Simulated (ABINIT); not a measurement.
Zn:

```
Zn
1.0
     0.00000    1.96478    1.96478
     1.96478    0.00000    1.96478
     1.96478    1.96478    0.00000
Zn
1
Direct
  0.00000 0.00000 0.00000
```

This isn't the form of Zn at room conditions, which is hcp.

| Item | Value |
| --- | --- |
| Program | ABINIT 10.8.3 (patched build) |
| Task | single point |
| Functional | PBE |
| Potentials or basis | JTH PAW PBE v2.0 |
| Cutoff | 599 eV |
| k mesh | 12 × 12 × 12 |
| Occupations | fermi-dirac, width 0.05 eV |
| Spin | no spin polarisation |

On this cell: pressure -0.5 GPa; band gap on the k mesh none (metal or under the smearing width).

The same run follows on a disturbed copy (cell strained at random at fixed volume):

```xyz
1
Lattice="0.0040 2.0046 1.9670 1.9567 -0.0043 1.9753 1.9274 1.9836 0.0249" Properties=species:S:1:pos:R:3 pbc="T T T"
Zn    0.0418   -0.0358   -0.0315
```

What changes?

The energy (extrapolated to zero smearing) moves by +0.1 meV/atom; pressure -0.4 GPa; band gap on the k mesh none (metal or under the smearing width).

Stress tensor (GPa, compression positive):
```
-0.31 -0.68  0.58
-0.68 -1.01  0.48
 0.58  0.48  0.02
```
